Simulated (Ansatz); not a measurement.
Here is an Ansatz 0.2.0 calculation.

input.yaml

```yaml
crystal:
  lattice:
    - [4.18261902, 2.09130951, 2.09130951]
    - [2.09130951, 4.18261902, 2.09130951]
    - [2.09130951, 2.09130951, 4.18261902]
  atoms:
    - { symbol: Ni, position: [0.0, 0.0, 0.0], spin: 1.0 }
    - { symbol: Ni, position: [0.5, 0.5, 0.5], spin: -1.0 }
    - { symbol: O, position: [0.25, 0.25, 0.25] }
    - { symbol: O, position: [0.75, 0.75, 0.75] }
hamiltonian:
  xc: lda
  pseudopotentials: { kind: paw }
  hubbard: { sites: [{ species: Ni, l: d, u_eff: 8.0 }] }
magnetization:
  spin_polarized: true
kpoints:
  mp_grid: { grid: [7, 7, 7] }
scf:
  occupations: { method: gaussian, width: 0.05 }
output:
  forces: true
  stress: true
  eigenvalues: true
  write_density: true
  write_potential: true
  elf: true
  volumetric_format: npy
```

Potentials or basis: Ansatz PAW.

The run is started by

```sh
$ ansatz run input.yaml --threads 2 --pin off --max-ram 5632MiB --backend cpu --events-out ev --progress --plain --runs-dir out
```

Predict the net moment.

0.00 μB per cell.

Predict the site moments.

Ni +1.67, -1.67; O +0.00, -0.00 μB.

What does it give for the band gap on the k mesh?

3.18 eV.

Eigenvalues of the final occupation matrices:
```
  site  spin  trace               eigenvalues
site 1     1   4.99  1.00 1.00 1.00 1.00 1.00
site 1     2   3.29  0.15 0.15 1.00 1.00 1.00
site 2     1   3.29  0.15 0.15 1.00 1.00 1.00
site 2     2   4.99  1.00 1.00 1.00 1.00 1.00
```

Caveat: the magnetic or orbital state may not be the lowest; odd divisions of the mesh miss points on the zone boundary, where band edges often lie, so the gap on the mesh can be too wide. The state reached can hang on the start; a lower one may exist.
